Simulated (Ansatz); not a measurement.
The calculation used DFT PBE, scalar-relativistic, plane waves, PAW (Ansatz). All cells share a 420 eV cutoff and Γ-centred k meshes spaced at most about 0.3 Å⁻¹ (about 0.25 or finer for metals, 2π included). No spin polarisation.

All energies are static (0 K, no zero-point motion).

Two relaxed structures of ZnGa4O2:

A. Space group P-3m1 (No. 164), trigonal, a = 3.005 Å, c = 15.632 Å. Zn has 6 Ga at 2.85 Å, 6 Zn at 3.01 Å and 2 O at 3.11 Å; Ga on its first site has 3 O at 1.93 Å, 3 Zn at 2.85 Å and 6 Ga at 3.01 Å; Ga on its second site has 9 Ga at 3.01–3.05 Å; O is surrounded by 3 Ga at 1.93 Å, 6 O at 3.01 Å and 1 Zn at 3.11 Å.

B. Space group P-4m2 (No. 115), tetragonal, a = 3.608 Å, c = 8.775 Å. Zn is surrounded by 8 Ga at 2.88 Å; around Ga on its first site lie 4 O at 2.03 Å, 2 Ga at 2.79 Å and 4 Ga at 3.16 Å; Ga on its second site is surrounded by 3 Ga at 2.66–2.79 Å, 4 Zn at 2.88 Å and 1 O at 3.06 Å; around O on its first site lie 4 Ga at 2.03 Å and 4 O at 2.55 Å; O on its second site is surrounded by 4 Ga at 2.03 Å, 4 O at 2.55 Å and 2 Ga at 3.06 Å.

**Question.** Which is lower in energy, and by how much?

**Answer.** B is lower, by 17 meV/atom. A has space group P-3m1 (No. 164), 17.5 Å³/atom and no gap on its mesh; B has space group P-4m2 (No. 115), 16.3 Å³/atom and no gap. Counting Ga or Zn atoms around O (for each partner element, those within 1.25 times its shortest distance or 1.15 times the sum of covalent radii, where it is the nearest in units of that sum or under 1.3), A has O 3 and B has O 4. Both come from invented guesses. The lowest form computed isn't among them: it has space group I-42m (No. 121), 16.9 Å³/atom and lies 88 meV/atom below the best shown.

For metals, differences of a few meV/atom aren't resolved. Cells relaxed within their symmetry can be saddle points. Some types were kept out of the candidates beforehand, so the set may lack a known form.
